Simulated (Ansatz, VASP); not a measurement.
Given: the input of a run of Ansatz 0.2.0 on WC (Qusongite).

input.yaml

```yaml
crystal:
  lattice:
    - [2.9065, 0.0, 0.0]
    - [-1.45325, 2.5171028361, 0.0]
    - [0.0, 0.0, 2.8366]
  atoms:
    - { symbol: W, position: [0.0, 0.0, 0.0] }
    - { symbol: C, position: [0.6666666667, 0.3333333333, 0.5] }
hamiltonian:
  xc: lda
  pseudopotentials: { kind: paw }
kpoints:
  mp_grid: { grid: [7, 7, 7] }
scf:
  occupations: { method: fermi_dirac, width: 0.05 }
output:
  forces: true
  stress: true
elastic:
  mode: relaxed_ion
  stencil: two_point
```

Potentials or basis: Ansatz PAW.

Launch:

```bash
$ ansatz run input.yaml --threads 2 --pin off --max-ram 5632MiB --backend cpu --events-out ev --progress --plain --runs-dir out
```

Question: Set up the same calculation for VASP 6.6.1. Potentials there: VASP PAW LDA potentials, release 64 (W_sv, C).

Answer: As run (the cutoff follows the program's own potentials):

POSCAR

```
WC
1.0
    2.9065000000      0.0000000000      0.0000000000
   -1.4532500000      2.5171028361      0.0000000000
    0.0000000000      0.0000000000      2.8366000000
W C
1 1
Direct
    0.0000000000      0.0000000000      0.0000000000
    0.6666666667      0.3333333333      0.5000000000
```

File INCAR.step1:

```
SYSTEM = WC
PREC = Accurate ; ENCUT = 600
EDIFF = 1E-8 ; ISMEAR = -1
SIGMA = 0.05 ; LREAL = .False.
LASPH = .True. ; NELM = 60
ALGO = Normal ; ISIF = 3
LWAVE = .False. ; LCHARG = .False.
GGA = CA ; IBRION = 2
NSW = 40 ; EDIFFG = -0.002
```

Contents of INCAR.step2:

```
SYSTEM = WC
PREC = Accurate ; ENCUT = 600
EDIFF = 1E-8 ; ISMEAR = -1
SIGMA = 0.05 ; LREAL = .False.
LASPH = .True. ; NELM = 60
ALGO = Normal ; ISIF = 3
LWAVE = .False. ; LCHARG = .False.
GGA = CA ; IBRION = 6
NFREE = 2 ; POTIM = 0.015
NSW = 1
```

KPOINTS

```
regular mesh
0
Gamma
  7 7 7
  0 0 0
```

Potentials or basis: VASP PAW LDA potentials, release 64 (W_sv, C).

Command:

```bash
$ cat potpaw_LDA.64/W_sv/POTCAR potpaw_LDA.64/C/POTCAR > POTCAR
$ cp INCAR.step1 INCAR
$ mpirun -np 1 vasp_std > vasp.out
$ cp CONTCAR POSCAR
$ cp INCAR.step2 INCAR
$ mpirun -np 1 vasp_std > vasp.out
```

Both were run:

|  | VASP | Ansatz | Ansatz less VASP |
| --- | --- | --- | --- |
| elastic constant that differs most (GPa) | 1019 | 943 | -76.2 |
| Voigt bulk modulus (GPa) | 426 | 387 | -39.0 |

Caveats: the cell is more than 3 GPa from zero pressure, which shifts response properties (Ansatz); elastic constants of metals need much finer meshes, so these are rough (Ansatz); the pressure holds a Pulay correction of +0.3 GPa for the finite cutoff (Ansatz); the PAW data sets come from PBE, with cores solved anew for the run's functional, which leaves a small shift of forces and pressure (Ansatz). The runs have no spin-orbit coupling, so splittings on W are missing.
